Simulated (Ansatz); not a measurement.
## ZnS: Electric field gradients

The cell is a computed structure from the Materials Project (it need not be an observed phase), whose atoms a relaxation with PBE at fixed cell left in place.

```
Zn S
1.0
     3.80509    0.00000    0.00000
    -1.90254    3.29530    0.00000
     0.00000    0.00000   24.91593
Zn S
8 8
Direct
  0.33333 0.66667 0.12512
  0.00000 0.00000 0.00016
  0.66667 0.33333 0.62505
  0.66667 0.33333 0.87514
  0.00000 0.00000 0.75002
  0.33333 0.66667 0.50008
  0.00000 0.00000 0.37509
  0.66667 0.33333 0.25013
  0.66667 0.33333 0.34372
  0.66667 0.33333 0.71858
  0.33333 0.66667 0.21873
  0.00000 0.00000 0.84367
  0.66667 0.33333 0.96881
  0.00000 0.00000 0.09373
  0.33333 0.66667 0.59369
  0.00000 0.00000 0.46869
```

Atom numbers follow the list; atoms alike are taken as one site, whose name carries the number of the first.

Computed with Ansatz: DFT, PBE, plane waves and PAW (field gradients read without the response of the frozen cores, which leaves them typically 4 to 6 % off), scalar-relativistic, 420 eV cutoff, Γ-centred 8×8×2 k-points, Fermi–Dirac smearing 0.02 eV.

C_Q = eQV_zz/h, which is 24.18 MHz for Q = 1 b and V_zz = 10²¹ V/m²; η = (V_xx − V_yy)/V_zz.

67Zn: I = 5/2, Q = 122.0 mb; ³³S: I = 3/2, Q = -69.40 mb. Nuclear quadrupole moments: year-2017 set (Pyykkö).

(1) Give the quadrupolar parameters of the distinct sites.

## Answers

(1) 

```csv
site,atoms (order as listed),first shell,V_zz (10²¹ V/m²),η,C_Q (MHz)
Zn1,1,4 S at 2.33 Å,0.006,0.00,0.018
Zn2,2,4 S at 2.33 Å,0.044,0.00,0.131
Zn3,3,4 S at 2.33 Å,-0.010,0.00,-0.031
Zn4,4,4 S at 2.33 Å,-0.049,0.00,-0.145
Zn5,5,4 S at 2.33 Å,-0.087,0.00,-0.257
Zn6,"6, 7, 8",4 S at 2.33 Å,<0.005,–,≈0
S9,9,4 Zn at 2.33 Å,0.081,0.00,-0.136
S10,10,4 Zn at 2.33 Å,0.12,0.00,-0.207
S11,"11, 14",4 Zn at 2.33 Å,0.092,0.00,-0.154
S12,12,4 Zn at 2.33 Å,0.29,0.00,-0.481
S13,13,4 Zn at 2.33 Å,0.23,0.00,-0.394
S15,15,4 Zn at 2.33 Å,0.084,0.00,-0.141
S16,16,4 Zn at 2.33 Å,0.087,0.00,-0.146
```

An axis of threefold or higher order runs through Zn1, Zn2, Zn3, Zn4, Zn5 and S9 and others, so V_zz lies along it and η is zero.
